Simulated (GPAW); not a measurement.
The system is CsSnI3.

```
Cs I Sn
1.0
     6.20570    0.00000    0.00000
     0.00000    6.20570    0.00000
     0.00000    0.00000    6.20570
Cs I Sn
1 3 1
Direct
  0.00000 0.00000 0.00000
  0.50000 0.50000 0.00000
  0.50000 0.00000 0.50000
  0.00000 0.50000 0.50000
  0.50000 0.50000 0.50000
```

| Property | Result |
| --- | --- |
| Program | GPAW 26.7.0 |
| Task | relaxation of cell and atoms |
| Functional | RPBE |
| Dispersion | D3(BJ) |
| Potentials or basis | the program's PAW data sets (release 1.2.1) made for this functional |
| Cutoff | 600 eV |
| Basis | pw |
| k mesh | 4 × 4 × 4 |
| Occupations | fermi-dirac, width 0.05 eV |
| Spin | no spin polarisation |

At the start: pressure -4.0 GPa; volume 47.80 Å³/atom.

**Question.** How do energy, volume and symmetry change on relaxing?

**Answer.** Over 5 steps the energy falls by 162.0 meV/atom and the volume is 37.60 Å³/atom (-21.3 %); space group Pm-3m (No. 221, to 0.05 Å).

Step by step:
| step | energy change (eV) | largest force (eV/Å) | pressure (GPa) | volume (Å³) |
| --- | --- | --- | --- | --- |
| 1 | 0.0000 | 0.0000 | -3.98 | 238.99 |
| 2 | -0.0594 | 0.0000 | -3.91 | 236.56 |
| 3 | -0.6165 | 0.0000 | -2.55 | 209.81 |
| 4 | -0.8080 | 0.0000 | 0.26 | 186.09 |
| 5 | -0.8098 | 0.0000 | -0.03 | 187.98 |

Final structure:
```cif
data_structure
_symmetry_space_group_name_H-M 'P 1'
_symmetry_Int_Tables_number 1
_cell_length_a 5.7284
_cell_length_b 5.7284
_cell_length_c 5.7284
_cell_angle_alpha 90.000
_cell_angle_beta 90.000
_cell_angle_gamma 90.000
_cell_volume 187.98
loop_
_atom_site_label
_atom_site_type_symbol
_atom_site_fract_x
_atom_site_fract_y
_atom_site_fract_z
_atom_site_occupancy
Cs1 Cs 0.00000 0.00000 0.00000 1
I1 I 0.50000 0.50000 0.00000 1
I2 I 0.50000 0.00000 0.50000 1
I3 I 0.00000 0.50000 0.50000 1
Sn1 Sn 0.50000 0.50000 0.50000 1
```

Caveat: later steps reuse the first step's grids; the volume moved by over 15 % at a fixed basis, so the end points are rough; pairwise dispersion overbinds metals, which lowers pressure and volume.
